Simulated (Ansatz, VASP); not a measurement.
# One calculation of Ru, two programs

The input INCAR:

```
SYSTEM = Ru
ALGO = Fast ; EDIFF = 1E-6
ENCUT = 520 ; GGA = PE
ISIF = 2 ; ISMEAR = 0
LASPH = .True. ; LCHARG = .False.
LREAL = .False. ; LWAVE = .False.
NBANDS = 13 ; NELM = 60
PREC = Accurate ; SIGMA = 0.15
```

KPOINTS

```
k-points
0
Gamma
  20 20 20
  0 0 0
```

POSCAR

```
Ru
1.0
   -0.0333389707      1.9598552054      1.9598552054
    1.9598552054     -0.0333389707      1.9598552054
    1.9598552054      1.9598552054     -0.0333389707
Ru
1
Direct
    0.0000000000      0.0000000000      0.0000000000
```

Input for Ansatz:

```yaml
crystal:
  lattice:
    - [-0.0333389707, 1.9598552054, 1.9598552054]
    - [1.9598552054, -0.0333389707, 1.9598552054]
    - [1.9598552054, 1.9598552054, -0.0333389707]
  atoms:
    - { symbol: Ru, position: [0.0, 0.0, 0.0] }
basis:
  ecutwfc: 420
kpoints:
  mp_grid: { grid: [20, 20, 20] }
hamiltonian:
  xc: pbe
scf:
  occupations: { method: gaussian, width: 0.15 }
output:
  forces: true
  stress: true
  eigenvalues: true
```

Change from the starting cell: equal engineering shear yz, xz and xy -0.0175, equal normal strain along x, y and z +0.0375.

Alike in both runs: task single point; functional PBE; k mesh 20 × 20 × 20; occupations gaussian, width 0.15 eV; no spin polarisation.

|  | VASP | Ansatz |
| --- | --- | --- |
| version | VASP 6.6.1 | Ansatz 0.2.0 |
| potentials or method | VASP PAW PBE potentials, release 64 (Ru_pv) | scalar-relativistic, plane waves, PAW |
| plane-wave cutoff (eV) | 520 | 420 |
| valence electrons in the cell | 14 | 16 |

VASP gave:

| Item | Value |
| --- | --- |
| gap on the k mesh at the Fermi level (eV) | none |
| pressure (GPa) | -25.6 |
| largest component of the traceless stress (GPa) | 2.79 |

Problem. Estimate Ansatz's values.

Solution. gap on the k mesh at the Fermi level (eV): none; pressure (GPa): -25.4; largest component of the traceless stress (GPa): 2.80.

A gap of «none» marks a metal or a gap that the smearing closes. The two sets of potentials don't hold the same shells in valence.

Caveats: so large a pressure means that the cell lies far from this level's equilibrium, or that cutoff or potentials fall short (VASP).
